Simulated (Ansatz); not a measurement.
Method: Ansatz, DFT PBE, scalar-relativistic, plane waves, PAW. All cells share a 420 eV cutoff and Γ-centred k meshes spaced at most about 0.3 Å⁻¹ (about 0.25 or finer for metals, 2π included). No spin polarisation.

All energies are static (0 K, no zero-point motion).

Question: Order these relaxed structures of GaAs₄ by energy, lowest first, with the energy over the lowest of them.
A.

```xyz
5
Lattice="-2.5544 2.5544 4.3135 2.5544 -2.5544 4.3135 2.5544 2.5544 -4.3135" Properties=species:S:1:pos:R:3 pbc="T T T"
Ga    0.0000    0.0000    0.0000
As    0.0000    2.5544    2.1568
As    2.5544    0.0000    2.1568
As    0.0000    0.0000    2.9812
As    0.0000    0.0000    5.6459
```

B.

```xyz
5
Lattice="5.0104 0.0000 0.0000 0.0000 5.0104 0.0000 0.0000 0.0000 5.0104" Properties=species:S:1:pos:R:3 pbc="T T T"
Ga    2.5052    2.5052    2.5052
As    2.5052    0.0000    0.0000
As    0.0000    2.5052    0.0000
As    0.0000    0.0000    2.5052
As    0.0000    0.0000    0.0000
```

C.

```xyz
5
Lattice="5.6134 0.0000 0.0000 -2.8067 4.8613 0.0000 0.0000 0.0000 5.1550" Properties=species:S:1:pos:R:3 pbc="T T T"
Ga    0.0000    0.0000    0.0000
As    2.8067    0.0000    2.5775
As   -1.4034    2.4307    2.5775
As    1.4034    2.4307    2.5775
As    0.0000    0.0000    2.5775
```

Answer: A (0 meV/atom), C (368 meV/atom), B (492 meV/atom). Forms: A I4/mmm; C P6/mmm; B Pm-3m. Counting As atoms around Ga (those within 1.25 times the shortest such distance or 1.15 times the sum of covalent radii, 1.27 where that leaves under three; a plus sign parts nearer from farther groups; the shortest distance is added where it exceeds 1.18 times the sum of covalent radii): A has Ga 2+8 from 3.0 Å; C has Ga 2; B has Ga 12+8 from 3.5 Å. B holds As–As bonds in all directions (shortest 2.51 Å) (bonds between like non-metal atoms; other contacts aren't counted). All come from invented guesses. The lowest form computed isn't among them: it has space group P4/mmm (No. 123), 23.7 Å³/atom and lies 17 meV/atom below the best shown. Even the lowest of the cells shown lies +0.24 eV/atom against the elements.

In I4/mmm, P6/mmm, Pm-3m an odd number of electrons in the primitive cell allows no gap without spin; a larger cell or a magnetic state could open one. Cells relaxed within their symmetry can be saddle points. Some structure types and database cells were kept out of the candidates from the start, so a known form may be missing.
